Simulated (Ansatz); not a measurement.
CuO: pressure against volume

CuO, Cccm, a = 4.165 Å, b = 4.176 Å, c = 5.151 Å. This isn't the usual stable structure of the compound. Ansatz: PBE, PAW, 420 eV, Γ-centred 14×14×8 mesh on 4 atoms, Gaussian smearing 0.10 eV; no spin polarisation. Shape and atoms are relaxed at each volume; pressure is positive in compression.

| V (Å³/atom) | P (GPa) |
| --- | --- |
| 10.190 | ? |
| 10.526 | 9.55 |
| 10.862 | 4.43 |
| 11.198 | 0.00 |
| 11.534 | -3.80 |
| 11.869 | -7.04 |

Take V0 = 11.198 Å³/atom, fit the third-order Birch–Murnaghan form to the other rows, and predict the missing pressure.

With the Eulerian strain f = ½[(V0/V)^(2/3) − 1] and y = P/[3f(1 + 2f)^(5/2)], the form is the line y = B0 + 1.5 B0 (B0′ − 4) f. Rows (f, y): 0.02106, 136.3; 0.01026, 136.8; -0.00976, 136.3; -0.01903, 135.9. Means f = 0.0006325, y = 136.33; Σ(Δf)² = 0.001005, ΣΔfΔy = 0.01268; the slope is their ratio. y = 136.3 + 12.62 f GPa, so B0 = 136.3 GPa and B0′ = 4 + 2 × (12.62)/(3 × 136.3) = 4.06. At V = 10.190, f = 0.03245, y = 136.71 and P = 15.57 GPa. The run gave 15.47 GPa, so the fit is 0.10 GPa too high, a small miss on the scale of the series. The form still works here, 25 % of the fitted range beyond its end.

Spin polarisation was left out, and a magnetic state may lie lower.